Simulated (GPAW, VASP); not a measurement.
# One calculation of CoO, 3 ways

```xyz
2
Lattice="0.0000 2.1315 2.1315 2.1315 0.0000 2.1315 2.1315 2.1315 0.0000" Properties=species:S:1:pos:R:3 pbc="T T T"
Co    0.0000    0.0000    0.0000
O     2.1315    2.1315    2.1315
```

Alike in all runs: task single point; functional PBE; k mesh 11 × 11 × 11; occupations gaussian, width 0.05 eV; collinear spin, ferromagnetic start; no spin-orbit coupling. The measured crystal is an antiferromagnetic insulator; the state found here is the runs' own. Pressure is positive in compression and, in plane waves, holds the error of the finite cutoff.

| program and potentials | plane-wave cutoff (eV) | notes | pressure (GPa) | net moment per atom (μB) |
| --- | --- | --- | --- | --- |
| VASP, PBE PAW files Co_GW, O_GW, 550 eV | 550 | - | -2.88 | 1.47 |
| VASP, PBE PAW files Co, O, 500 eV | 500 | - | ? | ? |
| GPAW, GPAW PAW data sets (gpaw-data 1.2.1) | 800 | - | -1.23 | 1.48 |

Estimate from the other rows what the run with VASP, PBE PAW files Co, O, 500 eV gave.

Pressure -2.53 GPa; net moment per atom 1.46 μB. The other rows, which needn't bracket it: pressure -2.88 to -1.23; net moment per atom 1.47 to 1.48.
